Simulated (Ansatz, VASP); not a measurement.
Mg: VASP beside Ansatz

File INCAR:

```
SYSTEM = Mg
PREC = Accurate
ENCUT = 520
EDIFF = 1E-6
ISMEAR = -1
SIGMA = 0.05
LREAL = .FALSE.
LASPH = .TRUE.
NELM = 60
ALGO = Normal
ISIF = 2
LWAVE = .FALSE.
LCHARG = .TRUE.
LELF = .TRUE.
LVHAR = .TRUE.
NBANDS = 9
```

The input KPOINTS:

```
Automatic mesh
0
G
  12 12 7
  0 0 0
```

File POSCAR:

```
Mg
1.0
    3.2092715325      0.0000000000      0.0000000000
   -1.6046357662      2.7793106748      0.0000000000
    0.0000000000      0.0000000000      5.2103300000
Mg
2
Direct
    0.3333333333      0.6666666667      0.2500000000
    0.6666666667      0.3333333333      0.7500000000
```

Input for Ansatz:

```yaml
crystal:
  lattice:
    - [3.2092715325, 0.0, 0.0]
    - [-1.6046357662, 2.7793106748, 0.0]
    - [0.0, 0.0, 5.21033]
  atoms:
    - { symbol: Mg, position: [0.3333333333, 0.6666666667, 0.25] }
    - { symbol: Mg, position: [0.6666666667, 0.3333333333, 0.75] }
kpoints:
  mp_grid: { grid: [12, 12, 7] }
  band_path:
    path:
      - [0.0, 0.0, 0.0]
      - [0.5, 0.0, 0.0]
      - [0.3333333333, 0.3333333333, 0.0]
      - [0.0, 0.0, 0.0]
      - [0.0, 0.0, 0.5]
      - [0.5, 0.0, 0.5]
      - [0.3333333333, 0.3333333333, 0.5]
      - [0.0, 0.0, 0.5]
      - [0.5, 0.0, 0.5]
    npoints: 14
scf:
  occupations: { method: fermi_dirac, width: 0.05 }
hamiltonian:
  xc: lda
  pseudopotentials: { kind: all_electron, lapw: { basis_error: 0.001 } }
output:
  forces: true
  stress: true
  eigenvalues: true
  fatbands: true
  populations: true
  dos: { projected: true, de: 0.2, e_range: [-14, 8] }
```

Alike in both runs: task single point; functional LDA; k mesh 12 × 12 × 7; occupations fermi-dirac, width 0.05 eV; no spin polarisation.

|  | VASP | Ansatz |
| --- | --- | --- |
| version | VASP 6.6.1 | Ansatz 0.2.0 |
| potentials or method | VASP PAW LDA potentials, release 64 (Mg) | all-electron LAPW, scalar-relativistic |
| plane-wave cutoff (eV) | 520 | see its input |

VASP gave:

```
pressure (GPa)                                  : -2.8
largest component of the traceless stress (GPa) : 0.59
```

Question: Estimate Ansatz's values.

Answer: Pressure (GPa): -2.5; largest component of the traceless stress (GPa): 0.59.

Ansatz ran all-electron here, so the differences hold the error of VASP's frozen core and of both bases.
